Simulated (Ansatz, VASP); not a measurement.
# AgCl in two plane-wave programs

Aim: how closely do two programs agree when they are given the same cell, functional and k mesh? The cell is taken from a series of runs on this material, whose earlier steps may have relaxed, scaled, displaced or heated it; both programs get it as it stands.

Program: Ansatz 0.2.0. Level of theory: plane waves, with VASP 6.6.1 beside it; single point at PBEsol. Results are calculated unless marked as measured.

## (1) The structure

The structure is cubic, space group Fm-3m (No. 225). Conventional cell: a = 5.450 Å, b = 5.450 Å, c = 5.450 Å, α = 90.00°, β = 90.00°, γ = 90.00°. Nearest to Ag lie 6 Cl at 2.73 Å. Cl has 6 Ag at 2.73 Å nearest. Farther neighbours and most contacts between anions are not listed.

As a file:

```
Ag Cl
1.0
     0.00000    2.72501    2.72501
     2.72501    0.00000    2.72501
     2.72501    2.72501    0.00000
Ag Cl
1 1
Cartesian
  0.0000 0.0000 0.0000
  2.7250 2.7250 2.7250
```

## (2) VASP: single point, PBEsol

A single point gives forces, pressure and levels at one fixed geometry, so differences don't come from the geometry; what else differs is listed under the comparison.

Lines of VASP's logs that name or quote its potential files are left out, and so is its time.

File INCAR:

```
SYSTEM = AgCl
PREC = Accurate
ENCUT = 400
EDIFF = 1E-06
NELM = 120
ISMEAR = 0
SIGMA = 0.01
LREAL = .FALSE.
ALGO = Normal
GGA = PS
NBANDS = 15
LASPH = .TRUE.
LORBIT = 11
LWAVE = .FALSE.
LCHARG = .FALSE.
ISIF = 2
GGA_COMPAT = .FALSE.
EFERMI = MIDGAP
KPAR = 2
```

File POSCAR:

```
AgCl
1.0
    0.0000000000      2.7250108261      2.7250108261
    2.7250108261      0.0000000000      2.7250108261
    2.7250108261      2.7250108261      0.0000000000
Ag Cl
1 1
Direct
    0.0000000000      0.0000000000      0.0000000000
    0.5000000000      0.5000000000      0.5000000000
```

File KPOINTS:

```
Automatic mesh
0
Gamma
7 7 7
0 0 0
```

The projector-augmented-wave data sets are Ag and Cl (PBE family, release 64).

Launch:

```sh
$ mpirun -np 2 vasp_std
```

Numbers of over 12 decimals in the logs are rounded to 6 here.

The log of the run:

```text
[banner, memory and clock lines left out]
running    2 mpi-ranks, on    1 nodes
 distrk:  each k-point on    1 cores,    2 groups
 distr:  one band on    1 cores,    1 groups

 POSCAR found type information on POSCAR AgCl
 POSCAR found :  2 types and       2 ions
|                                                                             |
|               ----> ADVICE to this user running VASP <----                  |
|                                                                             |
|     You enforced a specific xc type in the INCAR file but a different       |
|     [... a line on the potential file left out ...]
|     I HOPE YOU KNOW WHAT YOU ARE DOING!                                     |
|                                                                             |

 LDA part: xc-table for (Slater+PW92), standard interpolation
 POSCAR, INCAR and KPOINTS ok, starting setup
 FFT: planning ... GRIDC
 FFT: planning ... GRID_SOFT
 FFT: planning ... GRID
 WAVECAR not read
 entering main loop
       N       E                     dE             d eps       ncg     rms          rms(c)
DAV:   1     0.813084966625E+02    0.81308E+02   -0.74677E+03   648   0.870E+02
DAV:   2    -0.359876761630E+01   -0.84907E+02   -0.79621E+02   740   0.208E+02
DAV:   3    -0.620360169263E+01   -0.26048E+01   -0.25999E+01   726   0.389E+01
DAV:   4    -0.622095945450E+01   -0.17358E-01   -0.17356E-01   754   0.346E+00
DAV:   5    -0.622118166828E+01   -0.22221E-03   -0.22220E-03   726   0.378E-01    0.744E+00
DAV:   6    -0.606588370252E+01    0.15530E+00   -0.29925E-01   763   0.754E+00    0.478E+00
DAV:   7    -0.606308121998E+01    0.28025E-02   -0.69506E-02   712   0.184E+00    0.209E+00
DAV:   8    -0.606169978072E+01    0.13814E-02   -0.38115E-03   754   0.671E-01    0.297E-01
DAV:   9    -0.606166799215E+01    0.31789E-04   -0.40739E-04   775   0.270E-01    0.434E-02
DAV:  10    -0.606169039170E+01   -0.22400E-04   -0.32992E-05   719   0.547E-02    0.124E-02
DAV:  11    -0.606169344683E+01   -0.30551E-05   -0.23602E-06   803   0.128E-02    0.242E-03
DAV:  12    -0.606169348060E+01   -0.33775E-07   -0.19108E-07   391   0.359E-03
   1 F= -.60616935E+01 E0= -.60616935E+01  d E =0.000000E+00
```

From OUTCAR (step 2):

```text
ion  position               nearest neighbor table
   1  0.000  0.000  0.000-   2 2.73   2 2.73   2 2.73   2 2.73   2 2.73   2 2.73
   2  0.500  0.500  0.500-   1 2.73   1 2.73   1 2.73   1 2.73   1 2.73   1 2.73

  LATTYP: Found a face centered cubic cell.
 ALAT       =     5.4500216522

 Subroutine GETGRP returns: Found 48 space group operations
 (whereof 48 operations were pure point group operations)

The static configuration has the point symmetry O_h .

 Found     20 irreducible k-points:

   k-points           NKPTS =     20   k-points in BZ     NKDIM =     20   number of bands    NBANDS=     15

   dimension x,y,z NGX =    28 NGY =   28 NGZ =   28
   dimension x,y,z NGXF=    56 NGYF=   56 NGZF=   56

   ENCUT  =  400.0 eV  29.40 Ry    5.42 a.u.   6.28  6.28  6.28*2*pi/ulx,y,z

   NELECT =      18.0000    total number of electrons

 k-points in reciprocal lattice and weights: Automatic mesh
   0.00000000  0.00000000  0.00000000       0.003
   0.14285714  0.00000000  0.00000000       0.023
   0.28571429  0.00000000  0.00000000       0.023
   0.42857143  0.00000000  0.00000000       0.023
   0.14285714  0.14285714  0.00000000       0.017
   0.28571429  0.14285714  0.00000000       0.070
   0.42857143  0.14285714  0.00000000       0.070
  -0.42857143  0.14285714  0.00000000       0.070
  -0.28571429  0.14285714  0.00000000       0.070
[...]
-0.42857143  0.42857143  0.14285714       0.070
  -0.28571429  0.42857143  0.14285714       0.070

 average (electrostatic) potential at core
       1 -72.5698       2 -91.2631

 E-fermi :   4.7179

 k-point     1 :       0.0000    0.0000    0.0000
  band No.  band energies     occupation
    ...
      5       1.7394      2.00000
      6       1.7394      2.00000
      7       1.8464      2.00000
      8       1.8464      2.00000
      9       1.8464      2.00000
     10       5.1208      0.00000
     11      15.1254      0.00000
     12      15.1254      0.00000
     13      15.1254      0.00000
     14      16.3968      0.00000
    ...

 k-point     2 :       0.1429    0.0000    0.0000
  band No.  band energies     occupation
    ...
      5       1.7763      2.00000
      6       1.7763      2.00000
      7       2.0408      2.00000
      8       2.7919      2.00000
      9       2.7919      2.00000
     10       6.0728      0.00000
     11      13.4324      0.00000
     12      14.6551      0.00000
     13      14.6551      0.00000
     14      16.3711      0.00000
    ...

 k-point     3 :       0.2857    0.0000    0.0000
  band No.  band energies     occupation
    ...
      5       1.9535      2.00000
      6       1.9535      2.00000
      7       2.2422      2.00000
      8       3.7167      2.00000
      9       3.7167      2.00000
     10       7.5830      0.00000
     11      11.6993      0.00000
     12      13.0617      0.00000
     13      13.0617      0.00000
     14      16.8280      0.00000
    ...

  Total       -0.0844509     -0.0844509     -0.0844509      0.0000000      0.0000000      0.0000000
  in kB       -3.3433363     -3.3433363     -3.3433363      0.0000000      0.0000000      0.0000000
  external PRESSURE =      -3.3433363 kB  Pullay stress =       0.0000000 kB

  energy-cutoff  :      400.00
  volume of cell :       40.47
      direct lattice vectors                 reciprocal lattice vectors
     0.000000000  2.725010826  2.725010826    -0.183485510  0.183485510  0.183485510
     2.725010826  0.000000000  2.725010826     0.183485510 -0.183485510  0.183485510
     2.725010826  2.725010826  0.000000000     0.183485510  0.183485510 -0.183485510

 POSITION                                       TOTAL-FORCE (eV/Angst)
 -----------------------------------------------------------------------------------
      0.00000      0.00000      0.00000        -0.000000      0.000000     -0.000000
      2.72501      2.72501      2.72501         0.000000     -0.000000      0.000000
 -----------------------------------------------------------------------------------
    total drift:                                0.000000      0.000000      0.000000

  FREE ENERGIE OF THE ION-ELECTRON SYSTEM (eV)
  ---------------------------------------------------
  free  energy   TOTEN  =        -6.0616934806 eV

  energy  without entropy=       -6.0616934806  energy(sigma->0) =       -6.06169348

 total charge
# of ion       s       p       d       tot
------------------------------------------
    1        0.216   0.161   9.359   9.737
    2        1.594   3.439   0.000   5.033
--------------------------------------------------
tot          1.811   3.601   9.359  14.770

[... 3 further parts left out ...]
```

The PAW data sets were made with PBE, which is usual practice but a small mismatch for other functionals.

## (3) Ansatz: single point, PBEsol

Ansatz runs on its PAW soft_1 files.

The same cell, functional and mesh now go to Ansatz, which takes its cutoff from its data sets.

File input.yaml:

```yaml
crystal:
  lattice:
    - [0.0, 2.7250108261, 2.7250108261]
    - [2.7250108261, 0.0, 2.7250108261]
    - [2.7250108261, 2.7250108261, 0.0]
  atoms:
    - { symbol: Ag, position: [0.0, 0.0, 0.0] }
    - { symbol: Cl, position: [0.5, 0.5, 0.5] }
kpoints:
  mp_grid: { grid: [7, 7, 7] }
  band_path:
    path:
      - [[0.0, 0.0, 0.0], [0.5, 0.0, 0.5], [0.5, 0.25, 0.75], [0.375, 0.375, 0.75], [0.0, 0.0, 0.0], [0.5, 0.5, 0.5], [0.625, 0.25, 0.625], [0.5, 0.25, 0.75], [0.5, 0.5, 0.5], [0.375, 0.375, 0.75]]
      - [[0.625, 0.25, 0.625], [0.5, 0.0, 0.5]]
    npoints: 6
scf:
  occupations: { method: fixed }
  n_extra_bands: 6
hamiltonian:
  xc: pbesol
  pseudopotentials: { kind: paw, azcp: { folder: soft_1 }, xc_functional: pbe }
output:
  optics:
    e_range: [0, 14]
    de: 0.025
    sigma: 0.1
    nscf_kmesh: { grid: [10, 10, 10] }
    kdotp_interpolation: "on"
    bands: { spectra_wanted_up_to: 14 }
  write_bands: true
```

Launch:

```sh
$ ansatz run input.yaml --threads 4 --pin off --max-ram 8192MiB --backend cpu --events-out ev --progress --plain --runs-dir out
```

The log of the run:

```text
scf.n_extra_bands = 6 over 13 filled bands (N_el = 26.0): the run solves 19 bands
Engine: ansatz 0.2.0, aarch64-unknown-linux-gnu
Pseudopotentials: kind: paw
Pseudopotential: Ag, paw, valence charge 19, recommended cutoff 420 eV (normal), soft_1/Ag.paw.azcp
Pseudopotential: Cl, paw, valence charge 7, recommended cutoff 420 eV (normal), soft_1/Cl.paw.azcp
Functional definition: PBEsol
  exchange = pbesol_x
  correlation = pbesol_c
Crystal: 2 atoms, lattice volume = 40.470 Å³
Basis set: ecut = 420 eV, 749 PW (Γ)
Bands: 19, of which v1, the nominal top of the filled ones, is band 13 counted from 1 (12 counted from 0)
Symmetry: 48 space group operations
Space group: Fm-3m (ITA 225), of the structure as read, at distance tolerance 3.4e-5 Å
k-points: 20 of 343
Non-local potential: Ag, projectors of the file, l = 0: 3, l = 1: 2, l = 2: 2, l = 3: 1
Non-local potential: Cl, projectors of the file, l = 0: 2, l = 1: 2, l = 2: 1
PAW form: soft (Blöchl's): semilocal exchange-correlation on the pseudo side does not see the compensation charge
PAW frozen core: Ag, regenerated for the run's functional, and the local potential with it (the file was generated under x = pbe(κ = 0.804, μ = 0.219515), c = pbe(β = 0.066725))
PAW frozen core: Cl, regenerated for the run's functional, and the local potential with it (the file was generated under x = pbe(κ = 0.804, μ = 0.219515), c = pbe(β = 0.066725))
PAW one-centre angular grid: Ag, 590 points (default); XC on 64 Gauss nodes
PAW one-centre angular grid: Cl, 110 points (default); XC on 64 Gauss nodes
Initial density: superposition of atomic densities (chi_scale 0.1, normalization cell, long waves kept (reshape's long-wave potential 0.00 eV rms))
Initial wavefunctions: pseudopotential atomic-orbital guess
Functional: x = pbesol(κ = 0.804, μ = 0.123457), c = pbesol(β = 0.046)
SCF iter   1: F=—  HF=-8584.460593 eV  |F-HF|=—  |Δ(HF+E_count)|=         —  Δρ=5.94e-2  dr2=1.89e0  ethr=3.10e-3  ⟨swp⟩=4.2  Hψ=1561  notcnv=0  defer=76
preconditioner: auto → none  [insulator: Δε(μ)=0.950 eV  Ē_g=13.616 eV  n_scr=14 (ndim 8)  ℏωp=24.8 eV  f_vac=0.004  ε∞_Penn≈4.3]
SCF iter   2: F=—  HF=-8584.006414 eV  |F-HF|=—  |Δ(HF+E_count)|=   4.54e-1  Δρ=3.69e-2  dr2=5.24e-1  ethr=3.10e-3  ⟨swp⟩=3.3  Hψ=922  notcnv=0  defer=71
SCF iter   3: F=—  HF=-8583.857606 eV  |F-HF|=—  |Δ(HF+E_count)|=   1.49e-1  Δρ=5.76e-3  dr2=4.75e-3  ethr=2.02e-3  ⟨swp⟩=2.2  Hψ=697  notcnv=0  defer=75
SCF iter   4: F=—  HF=-8583.860898 eV  |F-HF|=—  |Δ(HF+E_count)|=   3.29e-3  Δρ=2.57e-3  dr2=1.52e-3  ethr=1.83e-5  ⟨swp⟩=2.9  Hψ=616  notcnv=0  defer=77
SCF iter   5: F=—  HF=-8583.860934 eV  |F-HF|=—  |Δ(HF+E_count)|=   3.58e-5  Δρ=4.93e-4  dr2=1.25e-4  ethr=5.86e-6  ⟨swp⟩=2.0  Hψ=631  notcnv=0  defer=77
SCF iter   6: F=—  HF=-8583.860908 eV  |F-HF|=—  |Δ(HF+E_count)|=   2.64e-5  Δρ=2.95e-4  dr2=4.24e-5  ethr=4.80e-7  ⟨swp⟩=2.1  Hψ=521  notcnv=0  defer=50
SCF iter   7: F=—  HF=-8583.860895 eV  |F-HF|=—  |Δ(HF+E_count)|=   1.27e-5  Δρ=8.87e-5  dr2=3.85e-6  ethr=1.63e-7  ⟨swp⟩=2.2  Hψ=454  notcnv=0  defer=31
SCF iter   8: F=—  HF=-8583.860908 eV  |F-HF|=—  |Δ(HF+E_count)|=   1.37e-5  Δρ=1.21e-5  dr2=7.09e-8  ethr=1.48e-8  ⟨swp⟩=2.0  Hψ=455  notcnv=0  defer=31
SCF iter   9: F=—  HF=-8583.860911 eV  |F-HF|=—  |Δ(HF+E_count)|=   2.39e-6  Δρ=7.45e-7  dr2=2.47e-10  ethr=2.73e-10  ⟨swp⟩=2.0  Hψ=504  notcnv=0  defer=31
SCF iter  10: F=-8583.860911 eV  HF=-8583.860911 eV  |F-HF|=3.64e-12  |Δ(HF+E_count)|=  1.09e-10  Δρ=1.21e-7  dr2=5.03e-12  ethr=1.00e-12  ⟨swp⟩=8.3  Hψ=1907  notcnv=0
SCF 1 converged in 10 iterations: F = -8583.860911 eV  dr2 = 5.03e-12
  greatest PAW one-centre occupation: 1.001 electrons in one spin orbital (limit 2), on the Ag atom at site 0 (counted from 0), in its partial waves of l = 0
NSCF: frozen V_eff on 62 k-points
NSCF: frozen V_eff on 47 k-points
[...]
output.optics: what the bands over the 28 summed would add to eps1, eps2 and the energy-loss function is held between a lower and an upper bound (8 Lanczos steps). eps1, eps2 and their loss function (loss_summed_bands) are given on every row as the summed bands alone make them. Along an axis, on a row where the two bounds hold the loss function to about 1 % of the greater of itself and 0.5 % of |1/eps|, its cell (loss_completed) is given, with the completed eps1 and eps2 that it is formed of (a cell that is left empty reads nan in the table and null in the record). The two bounds hold it so along every axis on all 561 rows up to 14.000 eV. [rest of the remark cut]
SCF converged after 10 iterations
Free energy (F): -8583.860911 eV
Harris-Foulkes:  -8583.860911 eV  (|F-HF|=3.64e-12)
Internal energy: -8583.860911 eV  (E = F + TS)
E sigma→0 (E₀):  -8583.860911 eV
Fermi energy:    8.771586 eV
--- Per-component energies (eV) ---
  E_band       = -344.787612
  E_kinetic    = 621.346796
  E_local      = -3013.372331  (includes V_loc(G=0)·N_el)
  E_nonlocal   = 68.939225
  E_hartree    = 1399.975921
  E_xc         = -262.533510
  E_vxc        = -314.399388  (∫ρ·V_xc dr)
  E_paw        = -4532.357627  (= ΣΔE_a)
  E_vpaw       = -507.254067  (= ΣTr[D̂ρ^β])
  E_aug_tail   = 0.000472  (compensation charges beyond the density's cutoff)
  E_ewald      = -2866.261029
  E_core_change = 0.401172  (= ΣΔE_core)
  E_smearing   = -0.000000  (= −TS)
  E_closure    = 0.000000  (closes the sum)
  Σ components = -8583.860911   (vs F -8583.860911, Δ=0.00e0)
--- Band table (eV; the first three rows and the last of 20) ---
  k-point 0: bands = [... 9 lower, 6.1943, 6.3084, 6.3084, 6.3084, 9.5816, 19.3966, 19.3966, 19.3966, ... 2 higher]
  k-point 1: bands = [... 9 lower, 6.2323, 6.4982, 7.2499, 7.2499, 10.5332, 17.8064, 18.9732, 18.9732, ... 2 higher]
  k-point 2: bands = [... 9 lower, 6.4096, 6.6990, 8.1736, 8.1736, 12.0409, 16.1207, 17.4248, 17.4248, ... 2 higher]
  k-point 19: bands = [... 9 lower, 6.6373, 6.8163, 6.9527, 7.6916, 12.9596, 15.8336, 16.6371, 17.4517, ... 2 higher]
```

Reading the cycles: dr2 is the Hartree energy of the density residual (eV), the measure of convergence; HF is the Harris–Foulkes estimate of the energy, which meets the free energy F at convergence.

## (4) Side by side

Known differences besides the potentials themselves: fixed occupations in Ansatz, narrow Gaussian smearing in VASP; the data sets hold 26 valence electrons in Ansatz (on its PAW soft_1 files) and 18 in VASP; the cutoff is 420 eV in Ansatz and 400 eV in VASP; Ansatz makes its cores anew for this functional, VASP keeps those of its PBE data sets. Total energies have different zeros and are not compared.

Compared:

| quantity | Ansatz | VASP | difference |
| --- | --- | --- | --- |
| gap on the k mesh (eV) | 0.810 | 0.806 | +0.004 |

A gap on the mesh is an upper bound, since the band edges may lie between its points.

## (5) Results

```json
{
 "difference in gap on the k mesh (single point, PBEsol)": "0.0043 eV"
}
```

In words: The difference in gap on the k mesh is 0.0043 eV (single point, PBEsol), within the 0.08 eV picked in this series as the mark of a large difference. The data sets hold unlike numbers of valence electrons (26 in Ansatz and 18 in VASP), so part of the differences comes from the potentials. How closely two codes agree says nothing of how well the functional describes the real material.

[Lines on the potential files, build, host, timing and source positions are cut from VASP's logs without a mark.]

[Logs are printed without paths, hosts, clocks, repeated set-up lines and the standing remarks that a program may print on its own settings, such as how far it seeks lower states.]

[Hosts, paths, dates, database ids (printed as entryN), source tags and the programs' standing remarks are cut or masked in the printed files.]
